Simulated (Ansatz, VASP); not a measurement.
One calculation of NaCl, two programs

The input INCAR:

```
SYSTEM = NaCl
  PREC = Accurate
  ENCUT = 520
  EDIFF = 1E-7
  ISMEAR = -1
  SIGMA = 0.05
  LREAL = .FALSE.
  LASPH = .TRUE.
  NELM = 100
  ALGO = Normal
  ISIF = 2
  LWAVE = .FALSE.
  LCHARG = .FALSE.
  GGA = PE
  NBANDS = 14
```

Contents of KPOINTS:

```
regular mesh
0
G
  8 8 8
  0 0 0
```

Contents of POSCAR:

```
NaCl
1.0
    0.0000000000      2.8488626834      2.8488626834
    2.8488626834      0.0000000000      2.8488626834
    2.8488626834      2.8488626834      0.0000000000
Cl Na
1 1
Direct
    0.5000000000      0.5000000000      0.5000000000
    0.0000000000      0.0000000000      0.0000000000
```

File input.yaml:

```yaml
crystal:
  lattice:
    - [0.0, 2.8488626834, 2.8488626834]
    - [2.8488626834, 0.0, 2.8488626834]
    - [2.8488626834, 2.8488626834, 0.0]
  atoms:
    - { symbol: Cl, position: [0.5, 0.5, 0.5] }
    - { symbol: Na, position: [0.0, 0.0, 0.0] }
hamiltonian:
  xc: pbe
  pseudopotentials: { kind: paw }
kpoints:
  mp_grid: { grid: [8, 8, 8] }
scf:
  occupations: { method: fermi_dirac, width: 0.05 }
output:
  forces: true
  stress: true
  eigenvalues: true
```

Change from the starting cell: volume scaled by 1.06.

Alike in both runs: task single point; functional PBE; k mesh 8 × 8 × 8; occupations fermi-dirac, width 0.05 eV; no spin polarisation.

|  | VASP | Ansatz |
| --- | --- | --- |
| version | VASP 6.6.1 | Ansatz 0.2.0 |
| potentials or method | VASP PAW PBE potentials, release 64 (Cl, Na_pv) | Ansatz PAW |
| plane-wave cutoff (eV) | 520 | 420 |
| valence electrons in the cell | 14 | 16 |

|  | VASP | Ansatz | Ansatz less VASP |
| --- | --- | --- | --- |
| gap on the k mesh at the Fermi level (eV) | 4.99 | 4.99 | 0.000 |
| least direct gap on the mesh (eV) | 4.99 | 4.99 | 0.000 |
| pressure (GPa) | -0.1 | 0.0 | +0.03 |

The two sets of potentials don't hold the same shells in valence.

A k mesh can miss the band edges.
